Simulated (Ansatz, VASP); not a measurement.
## Two plane-wave programs on Si

File INCAR:

```
PREC = Accurate ; ENCUT = 600
EDIFF = 1E-7 ; ISMEAR = -1
SIGMA = 0.05 ; LREAL = False
LASPH = True ; NELM = 80
ALGO = Normal ; ISIF = 3
LWAVE = False ; LCHARG = False
GGA = RP ; IBRION = 2
NSW = 80 ; EDIFFG = -0.01
```

KPOINTS

```
Automatic mesh
0
Gamma
  4 4 4
```

The input POSCAR:

```
Si
1.0
   -3.3180000000      3.3180000000      3.3180000000
    3.3180000000     -3.3180000000      3.3180000000
    3.3180000000      3.3180000000     -3.3180000000
Si
8
Direct
    0.2006000000      0.2006000000      0.2006000000
    0.5000000000      0.0000000000      0.2994000000
    0.2994000000      0.5000000000      0.0000000000
    0.0000000000      0.2994000000      0.5000000000
    0.7994000000      0.7994000000      0.7994000000
    0.5000000000      0.0000000000      0.7006000000
    0.7006000000      0.5000000000      0.0000000000
    0.0000000000      0.7006000000      0.5000000000
```

Input for Ansatz:

```yaml
crystal:
  lattice:
    - [-3.318, 3.318, 3.318]
    - [3.318, -3.318, 3.318]
    - [3.318, 3.318, -3.318]
  atoms:
    - { symbol: Si, position: [0.2006, 0.2006, 0.2006] }
    - { symbol: Si, position: [0.5, 0.0, 0.2994] }
    - { symbol: Si, position: [0.2994, 0.5, 0.0] }
    - { symbol: Si, position: [0.0, 0.2994, 0.5] }
    - { symbol: Si, position: [0.7994, 0.7994, 0.7994] }
    - { symbol: Si, position: [0.5, 0.0, 0.7006] }
    - { symbol: Si, position: [0.7006, 0.5, 0.0] }
    - { symbol: Si, position: [0.0, 0.7006, 0.5] }
hamiltonian:
  xc: rpbe
  pseudopotentials:
    kind: paw
    azcp:
      Si: "pseudopotentials/Si.paw.azcp"
basis:
  ecutwfc: 420
  fft_grid_basis: typed
kpoints:
  mp_grid: { grid: [4, 4, 4], shift: [0, 0, 0] }
magnetization:
  spin_polarized: false
scf:
  occupations: { method: fermi_dirac, width: 0.05 }
relax:
  max_steps: 60
  f_tol: 0.01
  cell: {}
```

This isn't the form of Si at room conditions, which is diamond.

Alike in both runs: task relaxation of cell and atoms; functional RPBE; k mesh 4 × 4 × 4; occupations fermi-dirac, width 0.05 eV; no spin polarisation.

```csv
,VASP,Ansatz
version,VASP 6.6.1,Ansatz 0.2.0
potentials or method,"VASP PAW PBE potentials, release 64 (Si)","plane waves (420 eV) with PAW, scalar-relativistic"
plane-wave cutoff (eV),600,420
valence electrons in the cell,32,32
```

|  | VASP | Ansatz | Ansatz less VASP |
| --- | --- | --- | --- |
| relaxed volume (Å³/atom) | 18.71 | 18.77 | +0.061 |
| relaxed cell length with the largest relative difference (Å) | 5.793 | 5.800 | +0.0063 |
| energy change over the relaxation (meV/atom) | -6 | -6 | -0.9 |

Caveats: the PAW data sets were made with another functional, which shifts forces and pressure a little (VASP). Zero-point motion and thermal expansion aren't in these numbers. RPBE and its kin give volumes clearly too large for solids.
